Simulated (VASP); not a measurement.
# TaSi2 (spin) (P6_422) in VASP: further runs

The runs below take TaSi2 (spin) through single point, relaxation of cell and atoms, with PBEsol.

Everything below comes from runs of VASP 6.6.1. Logs are shortened: lines on timing, memory, paths and dates and some standing lists are left out, and cuts for length are marked.

## Step 1: The crystal as given

It takes space group P6_422 (No. 181, hexagonal). Conventional cell: a = 4.784 Å, b = 4.784 Å, c = 6.570 Å, α = 90.00°, β = 90.00°, γ = 120.00°. Ta (site symmetry 222) has 10 Si at 2.61 to 2.83 Å as nearest neighbours. Si (site symmetry 2) is surrounded by 5 Si at 2.56 to 2.83 Å and 5 Ta at 2.61 to 2.83 Å.

## Step 2: Single point, PBEsol, collinear spin, typed start

The input, INCAR:

```
SYSTEM = TaSi2
ALGO     = Normal         ! electronic algorithm
EDIFF    = 1E-6           ! SCF threshold, eV
ENCUT    = 520            ! plane-wave cutoff, eV
GGA      = PS             ! functional
ISIF     = 2              ! what is computed and relaxed
ISMEAR   = 0              ! smearing method
ISPIN    = 2              ! spin polarisation
LASPH    = .True.         ! aspherical terms in the spheres
LCHARG   = .False.        ! write CHGCAR
LMAXMIX  = 4              ! l up to which the mixer works
LORBIT   = 11             ! projections on sites
LREAL    = .False.        ! projectors in reciprocal space
LWAVE    = .False.        ! write WAVECAR
MAGMOM   = 1 1 1 0 0 0 0 0 0 ! initial moments
NBANDS   = 42             ! bands
NELM     = 150            ! most SCF steps
PREC     = Accurate       ! precision mode
SIGMA    = 0.1            ! smearing width, eV
```

The input, KPOINTS:

```
k-points
0
Gamma
  6 6 4
  0 0 0
```

The input, POSCAR:

```
TaSi2
1.0
    4.7839000000      0.0000000000      0.0000000000
   -2.3919500000      4.1429789292      0.0000000000
    0.0000000000      0.0000000000      6.5700000000
Ta Si
3 6
Direct
    0.5000000000      0.0000000000      0.0000000000
    0.5000000000      0.5000000000      0.6666666667
    0.0000000000      0.5000000000      0.3333333333
    0.1589700000      0.3179400000      0.0000000000
    0.8410300000      0.1589700000      0.6666666667
    0.6820600000      0.8410300000      0.3333333333
    0.8410300000      0.6820600000      0.0000000000
    0.1589700000      0.8410300000      0.6666666667
    0.3179400000      0.1589700000      0.3333333333
```

Potentials or basis: VASP PAW PBE potentials, release 64 (Ta_pv, Si).

Run with:

```
$ cat potpaw_PBE.64/Ta_pv/POTCAR potpaw_PBE.64/Si/POTCAR > POTCAR
$ mpirun -np 1 vasp_std > vasp.out
```

OUTCAR:

```text
SYSTEM = TaSi2
   EDIFF = 1E-6
   ENCUT = 520
   GGA = PS
   ISIF = 2
   ISMEAR = 0
   ISPIN = 2
   LASPH = .True.
   LORBIT = 11
   LREAL = .False.
   NELM = 150
   PREC = Accurate

 ion  position               nearest neighbor table
   1  0.500  0.000  0.000-   6 2.61   9 2.61   8 2.61   5 2.61   4 2.73   7 2.73   7 2.73   4 2.73
                             4 2.83   7 2.83   2 3.24   2 3.24   3 3.24   3 3.24
   2  0.500  0.500  0.667-   4 2.61   7 2.61   6 2.61   9 2.61   8 2.73   5 2.73   8 2.73   5 2.73
                             8 2.83   5 2.83   1 3.24   1 3.24   3 3.24   3 3.24
   3  0.000  0.500  0.333-   4 2.61   7 2.61   5 2.61   8 2.61   6 2.73   9 2.73   9 2.73   6 2.73
                             6 2.83   9 2.83   1 3.24   1 3.24   2 3.24   2 3.24
   4  0.159  0.318  0.000-   5 2.56   9 2.56   3 2.61   2 2.61   7 2.63   1 2.73   1 2.73   1 2.83
                             7 2.83   7 2.83
   5  0.841  0.159  0.667-   4 2.56   6 2.56   1 2.61   3 2.61   8 2.63   2 2.73   2 2.73   2 2.83
                             8 2.83   8 2.83
   6  0.682  0.841  0.333-   7 2.56   5 2.56   1 2.61   2 2.61   9 2.63   3 2.73   3 2.73   3 2.83
                             9 2.83   9 2.83
   7  0.841  0.682  0.000-   8 2.56   6 2.56   3 2.61   2 2.61   4 2.63   1 2.73   1 2.73   1 2.83
                             4 2.83   4 2.83
   8  0.159  0.841  0.667-   7 2.56   9 2.56   1 2.61   3 2.61   5 2.63   2 2.73   2 2.73   2 2.83
                             5 2.83   5 2.83
   9  0.318  0.159  0.333-   4 2.56   8 2.56   1 2.61   2 2.61   6 2.63   3 2.73   3 2.73   3 2.83
                             6 2.83   6 2.83

  LATTYP: Found a hexagonal cell.
 ALAT       =     4.7839000000
 C/A-ratio  =     1.3733564665

  Lattice vectors:

 A1 = (   4.7839000000,   0.0000000000,   0.0000000000)
 A2 = (  -2.3919500000,   4.1429789292,   0.0000000000)
 A3 = (   0.0000000000,   0.0000000000,   6.5700000000)

Analysis of symmetry for initial positions (statically):
=====================================================================
 Subroutine PRICEL returns:
 Original cell was already a primitive cell.

 Routine SETGRP: Setting up the symmetry group for a
 hexagonal supercell.

 Subroutine GETGRP returns: Found 12 space group operations
 (whereof  4 operations were pure point group operations)
 out of a pool of 24 trial point group operations.

The static configuration has the point symmetry D_2 .
 The point group associated with its full space group is D_6 .

Analysis of symmetry for dynamics (positions and initial velocities):
=====================================================================
 Subroutine PRICEL returns:
 Original cell was already a primitive cell.

 Routine SETGRP: Setting up the symmetry group for a
 hexagonal supercell.

 Subroutine GETGRP returns: Found 12 space group operations
 (whereof  4 operations were pure point group operations)
 out of a pool of 24 trial point group operations.

The dynamic configuration has the point symmetry D_2 .
 The point group associated with its full space group is D_6 .

Analysis of structural, dynamic, and magnetic symmetry:
=====================================================================
 Subroutine PRICEL returns:
 Original cell was already a primitive cell.

 Routine SETGRP: Setting up the symmetry group for a
 hexagonal supercell.

 Subroutine GETGRP returns: Found 12 space group operations
 (whereof  4 operations were pure point group operations)
 out of a pool of 24 trial point group operations.

The overall configuration has the point symmetry D_2 .
 The point group associated with its full space group is D_6 .

 Subroutine INISYM returns: Found 12 space group operations
 (whereof  4 operations are pure point group operations),
 and found     1 'primitive' translations

----------------------------------------------------------------------------------------

                                     Primitive cell

  volume of cell :     130.2148

  direct lattice vectors                    reciprocal lattice vectors
     4.783900000  0.000000000  0.000000000     0.209034470  0.120686107  0.000000000
    -2.391950000  4.142978929  0.000000000     0.000000000  0.241372215  0.000000000
     0.000000000  0.000000000  6.570000000     0.000000000  0.000000000  0.152207002

  length of vectors
     4.783900000  4.783900000  6.570000000     0.241372215  0.241372215  0.152207002

  position of ions in fractional coordinates (direct lattice)
     0.500000000  0.000000000  0.000000000
     0.500000000  0.500000000  0.666666667
     0.000000000  0.500000000  0.333333333
     0.158970000  0.317940000  0.000000000
     0.841030000  0.158970000  0.666666667
     0.682060000  0.841030000  0.333333333
     0.841030000  0.682060000  0.000000000
     0.158970000  0.841030000  0.666666667
     0.317940000  0.158970000  0.333333333

  ion indices of the primitive-cell ions
[... 41 lines left out ...]
  0.333333  0.000000  0.000000      6.000000
  0.500000  0.000000  0.000000      3.000000
  0.166667  0.166667  0.000000      6.000000
  0.333333  0.166667  0.000000     12.000000
[... 13 lines left out ...]
  0.333333  0.166667  0.500000     12.000000
  0.333333  0.333333  0.500000      2.000000
   k-points           NKPTS =     21   k-points in BZ     NKDIM =     21   number of bands    NBANDS=     42
   number of dos      NEDOS =    301   number of ions     NIONS =      9
   total plane-waves  NPLWV =  64800
   dimension x,y,z NGX =    36 NGY =   36 NGZ =   50
   dimension x,y,z NGXF=    72 NGYF=   72 NGZF=  100
   ions per type =               3   6
   NGX,Y,Z   is equivalent  to a cutoff of  12.51, 12.51, 12.65 a.u.
   NGXF,Y,Z  is equivalent  to a cutoff of  25.02, 25.02, 25.30 a.u.
 SYSTEM =  TaSi2
   PREC   = accura    normal or accurate (medium, high low for compatibility)
   ISTART =      0    job   : 0-new  1-cont  2-samecut
   ICHARG =      2    charge: 1-file 2-atom 10-const
   ISPIN  =      2    spin polarized calculation?
   LNONCOLLINEAR =      F non collinear calculations
   LSORBIT =      F    spin-orbit coupling
   LASPH  =      T    aspherical Exc in radial PAW
   ENCUT  =  520.0 eV  38.22 Ry    6.18 a.u.   8.89  8.89 12.22*2*pi/ulx,y,z
   NELM   =    150;   NELMIN=  2; NELMDL= -5     # of ELM steps
   EDIFF  = 0.1E-05   stopping-criterion for ELM
   LREAL  =      F    real-space projection
   EDIFFG = 0.1E-04   stopping-criterion for IOM
   NSW    =      0    number of steps for IOM
   IBRION =     -1    ionic relax: 0-MD 1-quasi-New 2-CG
   NFREE  =      0    steps in history (QN), initial steepest desc. (CG)
   ISIF   =      2    stress and relaxation
   ISYM   =      2    0-nonsym 1-usesym 2-fastsym
   POTIM  = 0.5000    time-step for ionic-motion
   TEBEG  =    0.0;   TEEND  =   0.0 temperature during run
   PSTRESS=    0.0 pullay stress
   NELECT =      57.0000    total number of electrons
   NUPDOWN=      -1.0000    fix difference up-down
   EMIN   =  10.00;   EMAX   =-10.00  energy-range for DOS
   EFERMI =   0.00;   METHOD = LEGACY
   ISMEAR =     0;   SIGMA  =   0.10  broadening in eV -4-tet -1-fermi 0-gaus
   EFERMI_NEDOS =   21; number of points for ismear=-14 and -15
   IALGO  =     38    algorithm
   IMIX   =      4    mixing-type and parameters
     AMIX     =   0.40;   BMIX     =  1.00
     AMIX_MAG =   1.60;   BMIX_MAG =  1.00
  volume/ion in A,a.u.               =      14.47        97.64
  Fermi-wavevector in a.u.,A,eV,Ry     =   1.243025  2.348976 21.022500  1.545110
  Thomas-Fermi vector in A             =   2.377353
   LORBIT       =     11    0 simple, 1 ext, 2 COOP (PROOUT), +10 PAW based schemes
   GGA     = PS    functional components
   LHFCALC =     F    Hartree Fock is set to
   AEXX    =    0.0000 exact exchange contribution
   IVDW    =     0    specifies the selected vdW correction
   LEPSILON=     F    determine dielectric tensor
   LRPA    =     F    only Hartree local field effects (RPA)
 spin polarized calculation
 Gauss-broadening in eV      SIGMA  =   0.10
  energy-cutoff  :      520.00
  volume of cell :      130.21
 maximum number of plane-waves:      3546
 NGX is ok and might be reduce to    36
   NGX = 17   NGY = 17   NGZ = 25

 number of electron      57.0000004 magnetization       0.0025005

 number of electron      57.0000004 magnetization      -0.0005737

 Free energy of the ion-electron system (eV)
  ---------------------------------------------------
  ext. energy  EPLUGINS =         0.00000000
  ---------------------------------------------------
  free energy    TOTEN  =       -77.34864883 eV

  energy without entropy =      -77.33198265  energy(sigma->0) =      -77.34031574

 E-fermi :   9.2514     XC(G=0): -12.1507

 val. band max:        9.2198159154   @ k =   0.5000   0.0000   0.0000
 cond. band min:       9.3396192542   @ k =   0.3333   0.1667   0.2500
 fundamental gap:      0.1198033388
 Fermi energy:         9.2514308326

 spin component 1

 k-point     1 :       0.0000    0.0000    0.0000
  band No.  band energies     occupation
      1     -25.0579      1.00000
      2     -25.0579      1.00000
      3     -25.0557      1.00000
      4     -24.9909      1.00000
      5     -24.9909      1.00000
      6     -24.8946      1.00000
[... 892 lines left out ...]
     39      12.8271      0.00000
     40      13.3966      0.00000
 Fermi energy:         9.2514308326

 spin component 2

 k-point     1 :       0.0000    0.0000    0.0000
  band No.  band energies     occupation
      1     -25.0580      1.00000
      2     -25.0580      1.00000
      3     -25.0558      1.00000
      4     -24.9910      1.00000
      5     -24.9910      1.00000
      6     -24.8947      1.00000
[... 892 lines left out ...]
     39      12.8270      0.00000
     40      13.3966      0.00000
 [bands above 40 left out]

------------------------ aborting loop because EDIFF is reached ----------------------------------------

  FORCE on cell =-STRESS in cart. coord.  units (eV):
  Direction    XX          YY          ZZ          XY          YZ          ZX
  --------------------------------------------------------------------------------------
  -------------------------------------------------------------------------------------
  Total       -1.8322643     -1.8322643     -0.9897130      0.0000000     -0.0000000      0.0000000
  in kB      -22.5443910    -22.5443910    -12.1775424      0.0000000     -0.0000000      0.0000000
  external PRESSURE =     -19.0887748 kB  Pullay stress =       0.0000000 kB

 VOLUME and BASIS-vectors are now :
 -----------------------------------------------------------------------------
  energy-cutoff  :      520.00
  volume of cell :      130.21
      direct lattice vectors                 reciprocal lattice vectors
     4.783900000  0.000000000  0.000000000     0.209034470  0.120686107  0.000000000
    -2.391950000  4.142978929  0.000000000     0.000000000  0.241372215  0.000000000
     0.000000000  0.000000000  6.570000000     0.000000000  0.000000000  0.152207002

 POSITION                                       TOTAL-FORCE (eV/Angst)
 -----------------------------------------------------------------------------------
      2.39195      0.00000      0.00000        -0.000000      0.000000     -0.000000
      1.19598      2.07149      4.38000        -0.000000      0.000000      0.000000
     -1.19598      2.07149      2.19000        -0.000000      0.000000      0.000000
     -0.00000      1.31722      0.00000        -0.000000      0.054105     -0.000000
      3.64316      0.65861      4.38000        -0.046856      0.027052     -0.000000
      1.25121      3.48437      2.19000        -0.046856     -0.027052     -0.000000
      2.39195      2.82576      0.00000        -0.000000     -0.054105     -0.000000
     -1.25121      3.48437      4.38000         0.046856     -0.027052     -0.000000
      1.14074      0.65861      2.19000         0.046856      0.027052     -0.000000
 -----------------------------------------------------------------------------------
    total drift:                               -0.000000      0.000000      0.000000

  FREE ENERGIE OF THE ION-ELECTRON SYSTEM (eV)
  ---------------------------------------------------
  free  energy   TOTEN  =       -77.3486488269 eV

  energy  without entropy=      -77.3319826494  energy(sigma->0) =      -77.34031574

 total charge

# of ion       s       p       d       tot
------------------------------------------
    1        0.287   6.195   2.534   9.016
    2        0.287   6.195   2.534   9.016
    3        0.287   6.195   2.534   9.016
    4        0.752   0.883   0.000   1.635
    5        0.752   0.883   0.000   1.635
    6        0.752   0.883   0.000   1.635
    7        0.752   0.883   0.000   1.635
    8        0.752   0.883   0.000   1.635
    9        0.752   0.883   0.000   1.635
--------------------------------------------------
tot          5.376  23.880   7.601  36.857

 magnetization (x)

# of ion       s       p       d       tot
------------------------------------------
    1       -0.000  -0.000  -0.000  -0.000
    2       -0.000  -0.000  -0.000  -0.000
    3       -0.000  -0.000  -0.000  -0.000
    4        0.000  -0.000   0.000  -0.000
    5        0.000  -0.000   0.000  -0.000
    6        0.000  -0.000   0.000  -0.000
    7        0.000  -0.000   0.000  -0.000
    8        0.000  -0.000   0.000  -0.000
    9        0.000  -0.000   0.000  -0.000
--------------------------------------------------
tot          0.000  -0.000  -0.000  -0.000
```

It took 2.3 min on 1 thread of AMD EPYC 9R45 (Zen 5), shared host; peak memory 0.34 GiB.

What came out:

- Free energy: -77.3486 eV
- Pressure: -1.9 GPa
- Largest force: 0.054 eV/Å
- Band gap on the k mesh: none (metal or under the smearing width)
- Net moment: 0.00 μB per cell
- Valence electrons inside the program's atomic spheres: Ta 9.02; Si 1.64

Forces in eV/Å, atoms in the order of the input:
```
Ta   0.000  0.000  0.000
Ta   0.000  0.000  0.000
Ta   0.000  0.000  0.000
Si   0.000  0.054  0.000
Si  -0.047  0.027  0.000
Si  -0.047 -0.027  0.000
Si   0.000 -0.054  0.000
Si   0.047 -0.027  0.000
Si   0.047  0.027  0.000
```

Stress tensor (GPa, compression positive):
```
-2.25  0.00  0.00
 0.00 -2.25  0.00
 0.00  0.00 -1.22
```

Caveat: the PAW data sets were made with another functional, which shifts forces and pressure a little. The run has no spin-orbit coupling, so splittings on Ta are missing.

[end of part 1 of 2]
